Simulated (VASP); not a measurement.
# Sb in VASP: further runs

The runs below take Sb through single point, with PBE.

All numbers are computed with VASP 6.6.1; they aren't measurements. Logs are shortened: lines on timing, memory, paths and dates and some standing lists are left out, and cuts for length are marked.

**1. Starting point**

The cell holds a slab with vacuum, 9 atoms: a = 4.469 Å, b = 5.473 Å, c = 22.321 Å, α = 90.00°, β = 90.00°, γ = 90.00°.

The slab is cut from a database's or a generator's crystal, which needn't be the stable form of the element.

**2. Single point, PBE**

INCAR reads:

```
PREC = Accurate
ENCUT = 250
EDIFF = 1E-7
ISMEAR = 1
SIGMA = 0.1
LREAL = F
LASPH = T
NELM = 120
ALGO = Normal
ISIF = 2
LWAVE = F
LCHARG = F
LDIPOL = T
IDIPOL = 3
DIPOL = 0.5 0.5 0.500
GGA = PE
NBANDS = 40
LVHAR = T
LVACPOTAV = T
```

KPOINTS reads:

```
Automatic mesh
0
Gamma
  5 4 1
```

POSCAR reads:

```
Sb
1.0
    4.4689148571      0.0000000000      0.0000000000
    0.0000000000      5.4732805519      0.0000000000
    0.0000000000      0.0000000000     22.3205167829
Sb
9
Direct
    0.5000000000      0.6666666667      0.2688109804
    0.0000000000      0.3333333333      0.3266082353
    0.5000000000      0.0000000000      0.3844054902
    0.0000000000      0.6666666667      0.4422027451
    0.5000000000      0.3333333333      0.5000000000
    0.0000000000      0.0000000000      0.5577972549
    0.5000000000      0.6666666667      0.6155945098
    0.0000000000      0.3333333333      0.6733917647
    0.5000000000      0.0000000000      0.7311890196
```

Potentials or basis: VASP PAW PBE potentials, release 64 (Sb).

Run with:

```
> cat potpaw_PBE.64/Sb/POTCAR > POTCAR
> mpirun -np 1 vasp_std > vasp.out
```

OUTCAR:

```text
PREC = Accurate
   ENCUT = 250
   EDIFF = 1E-7
   ISMEAR = 1
   LREAL = F
   LASPH = T
   NELM = 120
   ISIF = 2
   GGA = PE

 Found      9 irreducible k-points:

 Following reciprocal coordinates:
            Coordinates               Weight
  0.000000  0.000000  0.000000      1.000000
  0.200000  0.000000  0.000000      2.000000
  0.400000  0.000000  0.000000      2.000000
  0.000000  0.250000  0.000000      2.000000
  0.200000  0.250000  0.000000      4.000000
  0.400000  0.250000  0.000000      4.000000
   k-points           NKPTS =      9   k-points in BZ     NKDIM =      9   number of bands    NBANDS=     40
   number of dos      NEDOS =    301   number of ions     NIONS =      9
   total plane-waves  NPLWV =  80640
   dimension x,y,z NGX =    24 NGY =   28 NGZ =  120
   dimension x,y,z NGXF=    48 NGYF=   56 NGZF=  240
   ions per type =               9
   NGX,Y,Z   is equivalent  to a cutoff of   8.93,  8.50,  8.94 a.u.
   NGXF,Y,Z  is equivalent  to a cutoff of  17.86, 17.01, 17.88 a.u.
 SYSTEM =  unknown system
   PREC   = accura    normal or accurate (medium, high low for compatibility)
   ISTART =      0    job   : 0-new  1-cont  2-samecut
   ICHARG =      2    charge: 1-file 2-atom 10-const
   ISPIN  =      1    spin polarized calculation?
   LNONCOLLINEAR =      F non collinear calculations
   LSORBIT =      F    spin-orbit coupling
   LASPH  =      T    aspherical Exc in radial PAW
   ENCUT  =  250.0 eV  18.37 Ry    4.29 a.u.   5.76  7.06 28.78*2*pi/ulx,y,z
   NELM   =    120;   NELMIN=  2; NELMDL= -5     # of ELM steps
   EDIFF  = 0.1E-06   stopping-criterion for ELM
   LREAL  =      F    real-space projection
   EDIFFG = 0.1E-05   stopping-criterion for IOM
   NSW    =      0    number of steps for IOM
   IBRION =     -1    ionic relax: 0-MD 1-quasi-New 2-CG
   NFREE  =      0    steps in history (QN), initial steepest desc. (CG)
   ISIF   =      2    stress and relaxation
   ISYM   =      2    0-nonsym 1-usesym 2-fastsym
   POTIM  = 0.5000    time-step for ionic-motion
   TEBEG  =    0.0;   TEEND  =   0.0 temperature during run
   PSTRESS=    0.0 pullay stress
   NELECT =      45.0000    total number of electrons
   NUPDOWN=      -1.0000    fix difference up-down
   EMIN   =  10.00;   EMAX   =-10.00  energy-range for DOS
   EFERMI =   0.00;   METHOD = LEGACY
   ISMEAR =     1;   SIGMA  =   0.10  broadening in eV -4-tet -1-fermi 0-gaus
   EFERMI_NEDOS =   21; number of points for ismear=-14 and -15
   IALGO  =     38    algorithm
   IMIX   =      4    mixing-type and parameters
     AMIX     =   0.40;   BMIX     =  1.00
     AMIX_MAG =   1.60;   BMIX_MAG =  1.00
  volume/ion in A,a.u.               =      60.66       409.36
  Fermi-wavevector in a.u.,A,eV,Ry     =   0.712461  1.346356  6.906323  0.507600
  Thomas-Fermi vector in A             =   1.799842
   LORBIT       =      0    0 simple, 1 ext, 2 COOP (PROOUT), +10 PAW based schemes
   GGA     = PE    functional components
   LHFCALC =     F    Hartree Fock is set to
   AEXX    =    0.0000 exact exchange contribution
   IVDW    =     0    specifies the selected vdW correction
   LEPSILON=     F    determine dielectric tensor
   LRPA    =     F    only Hartree local field effects (RPA)
 non-spin polarized calculation
 Methfessel and Paxton  Order N= 1 SIGMA  =   0.10
  energy-cutoff  :      250.00
  volume of cell :      545.95
 maximum number of plane-waves:      4928
 NGX is ok and might be reduce to    24
   NGX = 11   NGY = 15   NGZ = 57

 number of electron      45.0000005 magnetization

 dipolmoment           0.000000      0.000000      0.000001 electrons x Angstroem

 Free energy of the ion-electron system (eV)
  ---------------------------------------------------
  ext. energy  EPLUGINS =         0.00000000
  ---------------------------------------------------
  free energy    TOTEN  =       -35.06290499 eV

  energy without entropy =      -35.05580989  energy(sigma->0) =      -35.06053995

 E-fermi :   1.1733     XC(G=0):  -5.6247

 val. band max:        1.1661831823   @ k =   0.0000   0.5000   0.0000
 cond. band min:       1.1795052955   @ k =   0.2000   0.0000   0.0000
 fundamental gap:      0.0133221133
 Fermi energy:         1.1733068782

 k-point     1 :       0.0000    0.0000    0.0000
  band No.  band energies     occupation
      1     -10.5215      2.00000
      2      -9.8529      2.00000
      3      -8.8906      2.00000
      4      -7.8035      2.00000
      5      -6.8906      2.00000
      6      -6.5186      2.00000
[... 26 lines left out ...]
     33       3.9848      0.00000
     34       4.0424      0.00000

 k-point     2 :       0.2000    0.0000    0.0000
  band No.  band energies     occupation
      1     -10.2517      2.00000
      2      -9.5913      2.00000
      3      -8.6450      2.00000
      4      -7.5868      2.00000
      5      -6.9150      2.00000
      6      -6.7185      2.00000
[... 26 lines left out ...]
     33       4.8116      0.00000
     34       5.0639      0.00000

 k-point     3 :       0.4000    0.0000    0.0000
  band No.  band energies     occupation
      1      -9.4638      2.00000
      2      -8.8389      2.00000
      3      -8.2543      2.00000
      4      -7.9568      2.00000
      5      -7.7225      2.00000
      6      -7.0251      2.00000
[... 26 lines left out ...]
     33       4.4170      0.00000
     34       5.0184      0.00000

 k-point     4 :       0.0000    0.2500    0.0000
  band No.  band energies     occupation
      1     -10.2430      2.00000
      2      -9.5986      2.00000
      3      -8.7162      2.00000
      4      -8.1371      2.00000
      5      -7.9749      2.00000
      6      -7.4474      2.00000
[... 26 lines left out ...]
     33       4.1888      0.00000
     34       4.5690      0.00000

 k-point     5 :       0.2000    0.2500    0.0000
  band No.  band energies     occupation
      1      -9.9805      2.00000
      2      -9.3460      2.00000
      3      -8.4788      2.00000
      4      -7.9741      2.00000
      5      -7.7770      2.00000
      6      -7.4543      2.00000
[... 26 lines left out ...]
     33       4.5772      0.00000
     34       4.7483      0.00000

 k-point     6 :       0.4000    0.2500    0.0000
  band No.  band energies     occupation
      1      -9.2283      2.00000
      2      -8.6420      2.00000
      3      -8.1945      2.00000
      4      -7.8800      2.00000
      5      -7.7594      2.00000
      6      -7.2975      2.00000
[... 26 lines left out ...]
     33       5.0461      0.00000
     34       5.2144      0.00000

 [... further k-points ...]

 [bands above 34 left out]

------------------------ aborting loop because EDIFF is reached ----------------------------------------

  FORCE on cell =-STRESS in cart. coord.  units (eV):
  Direction    XX          YY          ZZ          XY          YZ          ZX
  --------------------------------------------------------------------------------------
  -------------------------------------------------------------------------------------
  Total       -7.6397453     -8.8686667     -6.4999615      0.0000000     -0.3947556      0.0000000
  in kB      -22.4199907    -26.0264467    -19.0751223      0.0000000     -1.1584702      0.0000000
  external PRESSURE =     -22.5071866 kB  Pullay stress =       0.0000000 kB

 VOLUME and BASIS-vectors are now :
 -----------------------------------------------------------------------------
  energy-cutoff  :      250.00
  volume of cell :      545.95
      direct lattice vectors                 reciprocal lattice vectors
     4.468914857  0.000000000  0.000000000     0.223767969  0.000000000  0.000000000
     0.000000000  5.473280552  0.000000000     0.000000000  0.182705781  0.000000000
     0.000000000  0.000000000 22.320516783     0.000000000  0.000000000  0.044801830

 POSITION                                       TOTAL-FORCE (eV/Angst)
 -----------------------------------------------------------------------------------
      2.23446      3.64885      6.00000         0.000000     -0.438363      1.125287
      0.00000      1.82443      7.29006         0.000000      1.182709     -0.388234
      2.23446      0.00000      8.58013         0.000000     -0.739154     -0.114902
      0.00000      3.64885      9.87019         0.000000     -0.164381     -0.605761
      2.23446      1.82443     11.16026         0.000000      0.000000     -0.000000
      0.00000      0.00000     12.45032         0.000000      0.164381      0.605761
      2.23446      3.64885     13.74039         0.000000      0.739154      0.114902
      0.00000      1.82443     15.03045         0.000000     -1.182709      0.388234
      2.23446      0.00000     16.32052         0.000000      0.438363     -1.125287
 -----------------------------------------------------------------------------------
    total drift:                               -0.000000     -0.000001      0.000023

  FREE ENERGIE OF THE ION-ELECTRON SYSTEM (eV)
  ---------------------------------------------------
  free  energy   TOTEN  =       -35.0629049863 eV

  energy  without entropy=      -35.0558098897  energy(sigma->0) =      -35.06053995

 vacuum level on the upper side and lower side of the slab         5.630         5.630
```

Run time: 58 s. Hardware: 1 thread of Intel Xeon 6975P-C (Granite Rapids), shared host; peak memory 0.27 GiB.

These settings aren't checked as converged: the numbers below hold their error.

What came out:

* Free energy: -35.0629 eV
* Largest force: 1.245 eV/Å
* Band gap on the k mesh: none (metal or under the smearing width)
* Work function of the upper face: 4.46 eV
* Work function of the lower face: 4.46 eV

**3. Single point, PBE**

INCAR, as its differences from that of step 2:

```diff
@@ -1,3 +1,3 @@
 PREC = Accurate
-ENCUT = 250
+ENCUT = 400
 EDIFF = 1E-7
```

KPOINTS is that of step 2.

POSCAR is that of step 2.

Potentials or basis: VASP PAW PBE potentials, release 64 (Sb).

Run with:

```
> cat potpaw_PBE.64/Sb/POTCAR > POTCAR
> mpirun -np 1 vasp_std > vasp.out
```

OUTCAR:

```text
PREC = Accurate
   ENCUT = 400
   EDIFF = 1E-7
   ISMEAR = 1
   LREAL = F
   LASPH = T
   NELM = 120
   ISIF = 2
   GGA = PE

 Found      9 irreducible k-points:

 Following reciprocal coordinates:
            Coordinates               Weight
  0.000000  0.000000  0.000000      1.000000
  0.200000  0.000000  0.000000      2.000000
  0.400000  0.000000  0.000000      2.000000
  0.000000  0.250000  0.000000      2.000000
  0.200000  0.250000  0.000000      4.000000
  0.400000  0.250000  0.000000      4.000000
[... 310 lines left out ...]
  in kB      -22.3963473    -26.0083552    -19.0511109      0.0000000     -1.1554965      0.0000000
  external PRESSURE =     -22.4852711 kB  Pullay stress =       0.0000000 kB

 VOLUME and BASIS-vectors are now :
 -----------------------------------------------------------------------------
  energy-cutoff  :      400.00
  volume of cell :      545.95
      direct lattice vectors                 reciprocal lattice vectors
     4.468914857  0.000000000  0.000000000     0.223767969  0.000000000  0.000000000
     0.000000000  5.473280552  0.000000000     0.000000000  0.182705781  0.000000000
     0.000000000  0.000000000 22.320516783     0.000000000  0.000000000  0.044801830

 POSITION                                       TOTAL-FORCE (eV/Angst)
 -----------------------------------------------------------------------------------
      2.23446      3.64885      6.00000         0.000000     -0.438795      1.126292
      0.00000      1.82443      7.29006         0.000000      1.183383     -0.387777
      2.23446      0.00000      8.58013         0.000000     -0.739285     -0.114960
      0.00000      3.64885      9.87019         0.000000     -0.164471     -0.605799
      2.23446      1.82443     11.16026         0.000000      0.000000      0.000000
      0.00000      0.00000     12.45032         0.000000      0.164471      0.605799
      2.23446      3.64885     13.74039         0.000000      0.739285      0.114960
      0.00000      1.82443     15.03045         0.000000     -1.183383      0.387777
      2.23446      0.00000     16.32052         0.000000      0.438795     -1.126292
 -----------------------------------------------------------------------------------
    total drift:                               -0.000000      0.000000      0.000000

  FREE ENERGIE OF THE ION-ELECTRON SYSTEM (eV)
  ---------------------------------------------------
  free  energy   TOTEN  =       -35.0644093016 eV

  energy  without entropy=      -35.0573166492  energy(sigma->0) =      -35.06204508

 vacuum level on the upper side and lower side of the slab         5.630         5.630
```

It took 2.4 min on 1 thread of Intel Xeon 6975P-C (Granite Rapids), shared host; peak memory 0.42 GiB.

These settings aren't checked as converged: the numbers below hold their error.

Results:

```yaml
Free_energy: -35.0644 eV
Largest_force: 1.245 eV/Å
Band_gap_on_the_k_mesh: none (metal or under the smearing width)
Work_function_of_the_upper_face: 4.46 eV
Work_function_of_the_lower_face: 4.46 eV
```

**4. Single point, PBE**

This run uses another cell than the first one, of 49.79 Å³/atom, 0.821 times its volume.

INCAR is that of step 3.

KPOINTS reads:

```
Automatic mesh
0
Gamma
  8 6 1
```

POSCAR reads:

```
Sb
1.0
    4.4689148571      0.0000000000      0.0000000000
    0.0000000000      5.4732805519      0.0000000000
    0.0000000000      0.0000000000     18.3205167829
Sb
9
Direct
    0.5000000000      0.6666666667      0.2183344524
    0.0000000000      0.3333333333      0.2887508393
    0.5000000000      0.0000000000      0.3591672262
    0.0000000000      0.6666666667      0.4295836131
    0.5000000000      0.3333333333      0.5000000000
    0.0000000000      0.0000000000      0.5704163869
    0.5000000000      0.6666666667      0.6408327738
    0.0000000000      0.3333333333      0.7112491607
    0.5000000000      0.0000000000      0.7816655476
```

Run with:

```
> cat potpaw_PBE.64/Sb/POTCAR > POTCAR
> mpirun -np 1 vasp_std > vasp.out
```

It took 3.4 min on 1 thread of Intel Xeon 6975P-C (Granite Rapids), shared host; peak memory 0.43 GiB.

The run converged, but some of its settings lie outside the range that counts as converged, so its numbers aren't taken as properties of the slab.

Results:

```
Free energy            : -35.1034 eV
Largest force          : 1.236 eV/Å
Band gap on the k mesh : none (metal or under the smearing width)
```

**5. Single point, PBE**

This run uses another cell than the first one, of 44.35 Å³/atom, 0.731 times its volume.

INCAR, as its differences from that of step 4:

```diff
@@ -12,5 +12,2 @@
 LCHARG = F
-LDIPOL = T
-IDIPOL = 3
-DIPOL = 0.5 0.5 0.500
 GGA = PE
@@ -19 +16,2 @@
 LVACPOTAV = T
+IDIPOL = 3
```

KPOINTS reads:

```
Automatic mesh
0
Gamma
  9 8 1
```

POSCAR reads:

```
Sb
1.0
    4.4689148571      0.0000000000      0.0000000000
    0.0000000000      5.4732805519      0.0000000000
    0.0000000000      0.0000000000     16.3205167829
Sb
9
Direct
    0.5000000000      0.6666666667      0.1838177087
    0.0000000000      0.3333333333      0.2628632815
    0.5000000000      0.0000000000      0.3419088544
    0.0000000000      0.6666666667      0.4209544272
    0.5000000000      0.3333333333      0.5000000000
    0.0000000000      0.0000000000      0.5790455728
    0.5000000000      0.6666666667      0.6580911456
    0.0000000000      0.3333333333      0.7371367185
    0.5000000000      0.0000000000      0.8161822913
```

Potentials or basis: VASP PAW PBE potentials, release 64 (Sb).

Run with:

```
> cat potpaw_PBE.64/Sb/POTCAR > POTCAR
> mpirun -np 1 vasp_std > vasp.out
```

OUTCAR:

```text
PREC = Accurate
   ENCUT = 400
   EDIFF = 1E-7
   ISMEAR = 1
   LREAL = F
   LASPH = T
   NELM = 120
   ISIF = 2
   GGA = PE

 Found     25 irreducible k-points:

 Following reciprocal coordinates:
            Coordinates               Weight
  0.000000  0.000000  0.000000      1.000000
  0.111111  0.000000  0.000000      2.000000
  0.222222  0.000000  0.000000      2.000000
  0.333333  0.000000  0.000000      2.000000
  0.444444  0.000000  0.000000      2.000000
  0.000000  0.125000  0.000000      2.000000
   k-points           NKPTS =     25   k-points in BZ     NKDIM =     25   number of bands    NBANDS=     40
   number of dos      NEDOS =    301   number of ions     NIONS =      9
   total plane-waves  NPLWV = 116640
   dimension x,y,z NGX =    30 NGY =   36 NGZ =  108
   dimension x,y,z NGXF=    60 NGYF=   72 NGZF=  216
   ions per type =               9
   NGX,Y,Z   is equivalent  to a cutoff of  11.16, 10.93, 11.00 a.u.
   NGXF,Y,Z  is equivalent  to a cutoff of  22.32, 21.87, 22.00 a.u.
 SYSTEM =  unknown system
   PREC   = accura    normal or accurate (medium, high low for compatibility)
   ISTART =      0    job   : 0-new  1-cont  2-samecut
[... 70 lines left out ...]
      5      -4.8257      2.00000
      6      -4.4529      2.00000
[... 211 lines left out ...]
     33       6.0393      0.00000
     34       6.2452      0.00000

 [... further k-points ...]

 [bands above 34 left out]

------------------------ aborting loop because EDIFF is reached ----------------------------------------

 dipolmoment           0.000000      0.000000      0.000000 electrons x Angstroem

  FORCE on cell =-STRESS in cart. coord.  units (eV):
  Direction    XX          YY          ZZ          XY          YZ          ZX
  --------------------------------------------------------------------------------------
  -------------------------------------------------------------------------------------
  Total       -7.7876032     -8.5281849     -6.6184323      0.0000000     -0.3739898      0.0000000
  in kB      -31.2558059    -34.2281551    -26.5632994      0.0000000     -1.5010207      0.0000000
  external PRESSURE =     -30.6824201 kB  Pullay stress =       0.0000000 kB

 VOLUME and BASIS-vectors are now :
 -----------------------------------------------------------------------------
  energy-cutoff  :      400.00
  volume of cell :      399.19
      direct lattice vectors                 reciprocal lattice vectors
     4.468914857  0.000000000  0.000000000     0.223767969  0.000000000  0.000000000
     0.000000000  5.473280552  0.000000000     0.000000000  0.182705781  0.000000000
     0.000000000  0.000000000 16.320516783     0.000000000  0.000000000  0.061272570

 POSITION                                       TOTAL-FORCE (eV/Angst)
 -----------------------------------------------------------------------------------
      2.23446      3.64885      3.00000         0.000000     -0.447395      1.087221
      0.00000      1.82443      4.29006         0.000000      1.167409     -0.392150
      2.23446      0.00000      5.58013         0.000000     -0.700124     -0.074363
      0.00000      3.64885      6.87019         0.000000     -0.122087     -0.563075
      2.23446      1.82443      8.16026         0.000000      0.000000      0.000000
      0.00000      0.00000      9.45032         0.000000      0.122087      0.563075
      2.23446      3.64885     10.74039         0.000000      0.700124      0.074363
      0.00000      1.82443     12.03045         0.000000     -1.167409      0.392150
      2.23446      0.00000     13.32052         0.000000      0.447395     -1.087221
 -----------------------------------------------------------------------------------
    total drift:                                0.000000      0.000000      0.000000

  FREE ENERGIE OF THE ION-ELECTRON SYSTEM (eV)
  ---------------------------------------------------
  free  energy   TOTEN  =       -35.1115948709 eV

  energy  without entropy=      -35.1084629643  energy(sigma->0) =      -35.11055090
```

stdout:

```text
POSCAR found type information on POSCAR Sb
 POSCAR found :  1 types and       9 ions
 scaLAPACK will be used
 LDA part: xc-table for (Slater+PW92), standard interpolation
 POSCAR, INCAR and KPOINTS ok, starting setup
 FFT: planning ... GRIDC
 FFT: planning ... GRID_SOFT
 FFT: planning ... GRID
 WAVECAR not read
 entering main loop
```

Run time: 3.1 min. Hardware: 1 thread of Intel Xeon 6975P-C (Granite Rapids), shared host; peak memory 0.44 GiB.

These settings aren't checked as converged: the numbers below hold their error.

What came out:

```yaml
Free_energy: -35.1116 eV
Largest_force: 1.232 eV/Å
Band_gap_on_the_k_mesh: none (metal or under the smearing width)
```
